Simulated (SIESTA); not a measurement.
Zn under changes of volume

One of the cells (15.330 Å³/atom); the others are scaled copies at fixed shape and fractional positions:

```xyz
2
Lattice="2.6700 0.0000 0.0000 -1.3350 2.3123 0.0000 0.0000 0.0000 4.9660" Properties=species:S:1:pos:R:3 pbc="T T T"
Zn    1.3350    0.7708    3.7245
Zn    0.0000    1.5415    1.2415
```

| Quantity | Value |
| --- | --- |
| Program | SIESTA 5.4.2 |
| Functional | PBEsol |
| Potentials or basis | PseudoDojo 0.4 standard (PBEsol files) |
| Basis | DZP (energy shift 0.003 Ry; two zetas on semicore shells) |
| Grid cutoff | 800 Ry |
| Energy shift | 0.003 Ry |
| k mesh | 11 × 11 × 6 |
| Occupations | fermi-dirac, width 0.05 eV |
| Spin | no spin polarisation |

```tsv
volume (Å³/atom)	energy over the lowest point (meV/atom)	pressure (GPa)
14.410	0.00	-3.6
14.716	8.13	-4.9
15.023	19.56	-7.1
15.330	35.23	-9.0
15.636	53.00	-9.5
15.943	71.96	-10.5
16.249	?	?
```

Q: What does the run at 16.249 Å³/atom give?

A: Energy over the lowest point 94.23 meV/atom; pressure -12.2 GPa.

Worked out: A Birch-Murnaghan fit of order 3 (a polynomial in V^(-2/3)) to the other rows has its minimum at 14.15 Å³/atom, just outside them, with B0 = V·E''(V) = 165 GPa (rough, since the energies scatter) at fixed shape and positions, which overstates the stiffness. It gives 92.09 meV/atom at 16.249 Å³/atom, against the run's 94.23, and -dE/dV = -10.6 GPa, against -12.2.

Energies are extrapolated to zero smearing.

Caveats: short orbitals over semicore shells can move pressures by several GPa; the basis of atomic orbitals isn't converged, which shifts pressures, moduli and gaps.
